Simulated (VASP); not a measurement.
# W (I4/mmm) in VASP: further runs

Runs on W. Level: PBE. Tasks: single point.

Program: VASP 6.6.1. These are calculated values, not measurements. Logs are shortened: lines on timing, memory, paths and dates and some standing lists are left out, and cuts for length are marked.

### Step 1. The cell of the first run

Symmetry: I4/mmm, No. 139, tetragonal system. Conventional cell: a = 2.785 Å, b = 2.785 Å, c = 4.060 Å, α = 90.00°, β = 90.00°, γ = 90.00°. W (site symmetry 4/mmm) has 12 W at 2.78 to 2.83 Å as nearest neighbours.

This isn't the form of W at room conditions, which is bcc.

### Step 2. Single point, PBE (strain -0.030 along x and y, +0.000 along z, atoms carried along)

Contents of INCAR:

```
  PREC = Accurate
  ENCUT = 520
  EDIFF = 1E-6
  ISMEAR = 0
  SIGMA = 0.15
  LREAL = F
  LASPH = T
  NELM = 100
  ALGO = Fast
  ISIF = 2
  LWAVE = F
  LCHARG = F
  GGA = PE
  NBANDS = 13
```

Contents of KPOINTS:

```
Automatic mesh
0
Gamma
  20 20 20
```

Contents of POSCAR:

```
W
1.0
    0.0000000000      1.9691000000      2.0300000000
    1.9691000000      0.0000000000      2.0300000000
    1.9691000000      1.9691000000      0.0000000000
W
1
Direct
    0.0000000000      0.0000000000      0.0000000000
```

Potentials or basis: VASP PAW PBE potentials, release 64 (W_sv).

Command:

```console
$ cat potpaw_PBE.64/W_sv/POTCAR > POTCAR
$ mpirun -np 1 vasp_std > vasp.out
```

OUTCAR:

```text
PREC = Accurate
   ENCUT = 520
   EDIFF = 1E-6
   ISMEAR = 0
   LREAL = F
   LASPH = T
   NELM = 100
   ISIF = 2
   GGA = PE

 ion  position               nearest neighbor table
   1  0.000  0.000  0.000-

  LATTYP: Found a body centered tetragonal cell.
 ALAT       =     2.7847279257
 C/A-ratio  =     1.4579521262

  Lattice vectors:

 A1 = (  -1.9691000000,   0.0000000000,   2.0300000000)
 A2 = (   1.9691000000,   0.0000000000,   2.0300000000)
 A3 = (   0.0000000000,   1.9691000000,  -2.0300000000)

Analysis of symmetry for initial positions (statically):
=====================================================================
 Subroutine PRICEL returns:
 Original cell was already a primitive cell.

 Routine SETGRP: Setting up the symmetry group for a
 body centered tetragonal supercell.

 Subroutine GETGRP returns: Found 16 space group operations
 (whereof 16 operations were pure point group operations)
 out of a pool of 16 trial point group operations.

The static configuration has the point symmetry D_4h.

Analysis of symmetry for dynamics (positions and initial velocities):
=====================================================================
 Subroutine PRICEL returns:
 Original cell was already a primitive cell.

 Routine SETGRP: Setting up the symmetry group for a
 body centered tetragonal supercell.

 Subroutine GETGRP returns: Found 16 space group operations
 (whereof 16 operations were pure point group operations)
 out of a pool of 16 trial point group operations.

The dynamic configuration has the point symmetry D_4h.

 Subroutine INISYM returns: Found 16 space group operations
 (whereof 16 operations are pure point group operations),
 and found     1 'primitive' translations

----------------------------------------------------------------------------------------

                                     Primitive cell

  volume of cell :      15.7421

  direct lattice vectors                    reciprocal lattice vectors
     0.000000000  1.969100000  2.030000000    -0.253923112  0.253923112  0.246305419
     1.969100000  0.000000000  2.030000000     0.253923112 -0.253923112  0.246305419
     1.969100000  1.969100000  0.000000000     0.253923112  0.253923112 -0.246305419

  length of vectors
     2.828118599  2.828118599  2.784727926     0.435454077  0.435454077  0.435454077

  position of ions in fractional coordinates (direct lattice)
[... 86 lines left out ...]
   TEBEG  =    0.0;   TEEND  =   0.0 temperature during run
   PSTRESS=    0.0 pullay stress
   NELECT =      14.0000    total number of electrons
   NUPDOWN=      -1.0000    fix difference up-down
   EMIN   =  10.00;   EMAX   =-10.00  energy-range for DOS
   EFERMI =   0.00;   METHOD = LEGACY
   ISMEAR =     0;   SIGMA  =   0.15  broadening in eV -4-tet -1-fermi 0-gaus
   EFERMI_NEDOS =   21; number of points for ismear=-14 and -15
   IALGO  =     68    algorithm
   IMIX   =      4    mixing-type and parameters
     AMIX     =   0.40;   BMIX     =  1.00
     AMIX_MAG =   1.60;   BMIX_MAG =  1.00
  volume/ion in A,a.u.               =      15.74       106.23
  Fermi-wavevector in a.u.,A,eV,Ry     =   1.574334  2.975061 33.722431  2.478529
  Thomas-Fermi vector in A             =   2.675484
   LORBIT       =      0    0 simple, 1 ext, 2 COOP (PROOUT), +10 PAW based schemes
   GGA     = PE    functional components
   LHFCALC =     F    Hartree Fock is set to
   AEXX    =    0.0000 exact exchange contribution
   IVDW    =     0    specifies the selected vdW correction
   LEPSILON=     F    determine dielectric tensor
   LRPA    =     F    only Hartree local field effects (RPA)
 non-spin polarized calculation
 RMM-DIIS sequential band-by-band and
 Gauss-broadening in eV      SIGMA  =   0.15
  energy-cutoff  :      520.00
  volume of cell :       15.74
 maximum number of plane-waves:       436
 NGX is ok and might be reduce to    24
   NGX = 11   NGY = 11   NGZ = 11

 number of electron      13.9999998 magnetization

 Free energy of the ion-electron system (eV)
  ---------------------------------------------------
  ext. energy  EPLUGINS =         0.00000000
  ---------------------------------------------------
  free energy    TOTEN  =       -12.45514173 eV

  energy without entropy =      -12.44156599  energy(sigma->0) =      -12.44835386

 E-fermi :  11.1031     XC(G=0): -13.6689

 val. band max:       11.1013473285   @ k =   0.2000   0.0500   0.1500
 cond. band min:      11.1062689778   @ k =   0.2000   0.0500   0.1000
 fundamental gap:      0.0049216493
 Fermi energy:        11.1031377223

 k-point     1 :       0.0000    0.0000    0.0000
  band No.  band energies     occupation
      1     -62.5230      2.00000
      2     -26.1162      2.00000
      3     -26.0860      2.00000
      4     -26.0860      2.00000
      5       1.8623      2.00000
      6      10.1802      2.00000
      7      10.6113      2.00000
      8      10.6113      2.00000
      9      13.4406      0.00000
     10      14.0949      0.00000
     11      23.9209      0.00000
     12      28.6493      0.00000
     13      29.6932      0.00000
[... 354 lines left out ...]
  band No.  band energies     occupation
      1     -62.4137      2.00000
      2     -27.2102      2.00000
      3     -26.3109      2.00000
      4     -26.2012      2.00000
      5       5.2244      2.00000
      6      10.1853      2.00000
      7      10.2589      2.00000
      8      10.7825      1.99750
      9      14.8867      0.00000
     10      15.9206      0.00000
     11      22.8046      0.00000
     12      26.2070      0.00000
     13      31.5651      0.00000

 [... further k-points ...]

------------------------ aborting loop because EDIFF is reached ----------------------------------------

  FORCE on cell =-STRESS in cart. coord.  units (eV):
  Direction    XX          YY          ZZ          XY          YZ          ZX
  --------------------------------------------------------------------------------------
  -------------------------------------------------------------------------------------
  Total        1.1045008      1.1045008      1.9810442      0.0000000      0.0000000      0.0000000
  in kB      112.4126169    112.4126169    201.6244354      0.0000000      0.0000000      0.0000000
  external PRESSURE =     142.1498897 kB  Pullay stress =       0.0000000 kB

 VOLUME and BASIS-vectors are now :
 -----------------------------------------------------------------------------
  energy-cutoff  :      520.00
  volume of cell :       15.74
      direct lattice vectors                 reciprocal lattice vectors
     0.000000000  1.969100000  2.030000000    -0.253923112  0.253923112  0.246305419
     1.969100000  0.000000000  2.030000000     0.253923112 -0.253923112  0.246305419
     1.969100000  1.969100000  0.000000000     0.253923112  0.253923112 -0.246305419

 POSITION                                       TOTAL-FORCE (eV/Angst)
 -----------------------------------------------------------------------------------
      0.00000      0.00000      0.00000        -0.000000     -0.000000      0.000000
 -----------------------------------------------------------------------------------
    total drift:                                0.000000      0.000000     -0.000000

  FREE ENERGIE OF THE ION-ELECTRON SYSTEM (eV)
  ---------------------------------------------------
  free  energy   TOTEN  =       -12.4551417270 eV

  energy  without entropy=      -12.4415659917  energy(sigma->0) =      -12.44835386
```

OSZICAR:

```text
N       E                     dE             d eps       ncg     rms          rms(c)
DAV:   1     0.852215234692E+02    0.85222E+02   -0.75043E+03 16767   0.123E+03
DAV:   2    -0.113351897154E+02   -0.96557E+02   -0.92917E+02 18616   0.318E+02
DAV:   3    -0.130294620515E+02   -0.16943E+01   -0.16857E+01 18396   0.403E+01
DAV:   4    -0.130364838054E+02   -0.70218E-02   -0.70215E-02 18666   0.286E+00
DAV:   5    -0.130365417178E+02   -0.57912E-04   -0.57912E-04 18821   0.246E-01    0.206E+01
RMM:   6    -0.125784808018E+02    0.45806E+00   -0.35905E-01 18006   0.568E+00    0.870E+00
RMM:   7    -0.124581911250E+02    0.12029E+00   -0.25676E-01 18148   0.482E+00    0.649E-01
RMM:   8    -0.124552440098E+02    0.29471E-02   -0.10653E-02 20724   0.113E+00    0.219E-01
RMM:   9    -0.124551448220E+02    0.99188E-04   -0.14816E-03 20274   0.469E-01    0.236E-02
RMM:  10    -0.124551500720E+02   -0.52500E-05   -0.20795E-04 21480   0.175E-01    0.132E-02
RMM:  11    -0.124551408230E+02    0.92490E-05   -0.48710E-05 21366   0.835E-02    0.601E-03
RMM:  12    -0.124551418937E+02   -0.10707E-05   -0.10539E-05 18927   0.390E-02    0.151E-03
RMM:  13    -0.124551417270E+02    0.16673E-06   -0.18190E-06 15269   0.163E-02
   1 F= -.12455142E+02 E0= -.12448354E+02  d E =-.135757E-01
```

stdout:

```text
POSCAR found type information on POSCAR W
 POSCAR found :  1 types and       1 ions
 scaLAPACK will be used
 LDA part: xc-table for (Slater+PW92), standard interpolation
 POSCAR, INCAR and KPOINTS ok, starting setup
 FFT: planning ... GRIDC
 FFT: planning ... GRID_SOFT
 FFT: planning ... GRID
 WAVECAR not read
 entering main loop
WARNING in EDDRMM: call to ZHEGV failed, returncode =   8  4     13
WARNING in EDDRMM: call to ZHEGV failed, returncode =   8  4     11
WARNING in EDDRMM: call to ZHEGV failed, returncode =   8  4     13
```

Run time: 62 s. Hardware: 1 thread of Intel Xeon Platinum 8488C (Sapphire Rapids), shared host; peak memory 0.24 GiB.

What came out:

| Item | Value |
| --- | --- |
| Free energy | -12.4551 eV |
| Pressure | 14.2 GPa |
| Band gap on the k mesh | none (metal or under the smearing width) |

Levels at points of the mesh, in eV from the Fermi level:
| k point | band 5 | band 6 | band 7 | band 8 | band 9 | band 10 |
| --- | --- | --- | --- | --- | --- | --- |
| (0.00, 0.00, 0.00) | -9.24 | -0.92 | -0.49 | -0.49 | 2.34 | 2.99 |
| (0.50, 0.00, 0.00) | -5.86 | -1.12 | -0.64 | 0.74 | 5.17 | 5.44 |
| (0.50, 0.50, 0.00) | -5.84 | -4.77 | 2.85 | 5.32 | 6.06 | 6.06 |
| (0.50, 0.00, 0.50) | -5.81 | -4.84 | 3.47 | 5.23 | 5.83 | 6.35 |

### Step 3. Single point, PBE (strain -0.030 along x and y, +0.030 along z, atoms carried along)

Contents of INCAR:

```
SYSTEM = W
PREC = Accurate
ENCUT = 520
EDIFF = 1E-6
ISMEAR = 0
SIGMA = 0.15
LREAL = .False.
LASPH = .True.
NELM = 100
ALGO = Fast
ISIF = 2
LWAVE = .False.
LCHARG = .True.
GGA = PE
LELF = .True.
LVHAR = .True.
NBANDS = 13
```

Contents of KPOINTS:

```
regular mesh
0
Gamma
  20 20 20
  0 0 0
```

Contents of POSCAR:

```
W
1.0
    0.0000000000      1.9691000000      2.0909000000
    1.9691000000      0.0000000000      2.0909000000
    1.9691000000      1.9691000000      0.0000000000
W
1
Direct
    0.0000000000      0.0000000000      0.0000000000
```

Potentials or basis: VASP PAW PBE potentials, release 64 (W_sv).

Command:

```console
$ cat potpaw_PBE.64/W_sv/POTCAR > POTCAR
$ mpirun -np 1 vasp_std > vasp.out
```

OUTCAR:

```text
SYSTEM = W
   PREC = Accurate
   ENCUT = 520
   EDIFF = 1E-6
   ISMEAR = 0
   LREAL = .False.
   LASPH = .True.
   NELM = 100
   ISIF = 2
   GGA = PE

 ion  position               nearest neighbor table
   1  0.000  0.000  0.000-

  LATTYP: Found a body centered tetragonal cell.
 ALAT       =     2.7847279257
 C/A-ratio  =     1.5016906899

  Lattice vectors:

[... 564 lines left out ...]
      9      14.3146      0.00000
     10      15.3609      0.00000
     11      22.1792      0.00000
     12      25.4107      0.00000
     13      30.6839      0.00000

 [... further k-points ...]

------------------------ aborting loop because EDIFF is reached ----------------------------------------

  FORCE on cell =-STRESS in cart. coord.  units (eV):
  Direction    XX          YY          ZZ          XY          YZ          ZX
  --------------------------------------------------------------------------------------
  -------------------------------------------------------------------------------------
  Total        0.0655883      0.0655883      1.2632705      0.0000000     -0.0000000     -0.0000000
  in kB        6.4809430      6.4809430    124.8268863      0.0000000     -0.0000000     -0.0000000
  external PRESSURE =      45.9295908 kB  Pullay stress =       0.0000000 kB

 VOLUME and BASIS-vectors are now :
 -----------------------------------------------------------------------------
  energy-cutoff  :      520.00
  volume of cell :       16.21
      direct lattice vectors                 reciprocal lattice vectors
     0.000000000  1.969100000  2.090900000    -0.253923112  0.253923112  0.239131474
     1.969100000  0.000000000  2.090900000     0.253923112 -0.253923112  0.239131474
     1.969100000  1.969100000  0.000000000     0.253923112  0.253923112 -0.239131474

 POSITION                                       TOTAL-FORCE (eV/Angst)
 -----------------------------------------------------------------------------------
      0.00000      0.00000      0.00000         0.000000      0.000000     -0.000000
 -----------------------------------------------------------------------------------
    total drift:                               -0.000000      0.000000      0.000000

  FREE ENERGIE OF THE ION-ELECTRON SYSTEM (eV)
  ---------------------------------------------------
  free  energy   TOTEN  =       -12.5039675594 eV

  energy  without entropy=      -12.4907051972  energy(sigma->0) =      -12.49733638
```

It took 60 s on 1 thread of Intel Xeon Platinum 8488C (Sapphire Rapids), shared host; peak memory 0.24 GiB.

Results:

* Free energy: -12.5040 eV
* Pressure: 4.6 GPa
* Band gap on the k mesh: none (metal or under the smearing width)

Levels at points of the mesh, in eV from the Fermi level:
| k point | band 3 | band 4 | band 5 | band 6 | band 7 | band 8 | band 9 | band 10 | band 11 | band 12 |
| --- | --- | --- | --- | --- | --- | --- | --- | --- | --- | --- |
| (0.00, 0.00, 0.00) | -37.35 | -37.35 | -9.15 | -1.21 | -0.37 | -0.37 | 1.84 | 3.10 | 12.76 | 16.73 |
| (0.50, 0.00, 0.00) | -37.60 | -37.46 | -5.77 | -1.33 | -0.44 | 0.58 | 4.78 | 5.24 | 10.42 | 12.30 |
| (0.50, 0.50, 0.00) | -37.71 | -37.71 | -5.71 | -4.60 | 2.24 | 5.09 | 5.71 | 5.71 | 12.15 | 12.38 |
| (0.50, 0.00, 0.50) | -37.91 | -37.79 | -5.65 | -4.71 | 3.42 | 4.86 | 5.26 | 6.27 | 11.00 | 11.94 |
